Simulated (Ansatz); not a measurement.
Rows from a G0W0 calculation on InGaP2 (ordered model alloy, started on the GaP lattice) (Ima2) (Ansatz 0.2.0; G0W0 on LDA, plane waves, PAW; PAW set soft_1; 2×2×2 mesh, 989 empty bands, screening to 115 eV, PAW set soft_1 files), in eV. Spin-orbit coupling is left out.

```csv
row,k,band,start,Σx,Σc at the solution,Vxc
A,Γ,c2,8.312,-8.974,-4.039,-13.411
B,Γ,c3,8.525,-8.844,-4.144,-13.399
C,Γ,c1,8.010,-10.031,-4.161,-14.683
D,Γ,v3,7.157,-16.969,1.327,-15.367
E,Γ,v2,7.231,-17.060,1.349,-15.432
F,Γ,v1,7.251,-17.193,1.366,-15.547
```

Question: Give the quasiparticle energies and the shift of each level.

The quasiparticle equation reads E = start + Σx + Σc(E) − Vxc.

```csv
row,E (eV),shift (eV)
A,8.710,+0.398
B,8.936,+0.411
C,8.501,+0.491
D,6.881,−0.275
E,6.952,−0.279
F,6.971,−0.280
```

The gap over the computed points goes from 0.76 eV to 1.53 eV.

Limits: not at the basis limit; mesh may overstate the screening; no spin-orbit coupling; coarse k mesh.

[Paths, hosts, dates, memory and timing lines, banners, echoed tables and standing remarks are left out of the program output.]

[Logs are printed without paths, hosts, clocks, repeated set-up lines and the standing remarks that a program may print on its own settings, such as how far it seeks lower states.]

[Runs of the session that timed out or met a known fault of the program may be left out.]

[Cells called generated may have been cut or substituted from an entry of the Crystallography Open Database or the Materials Project.]

[Hosts, paths, dates, database ids (printed as entryN), source tags and the programs' standing remarks are cut or masked in the printed files.]
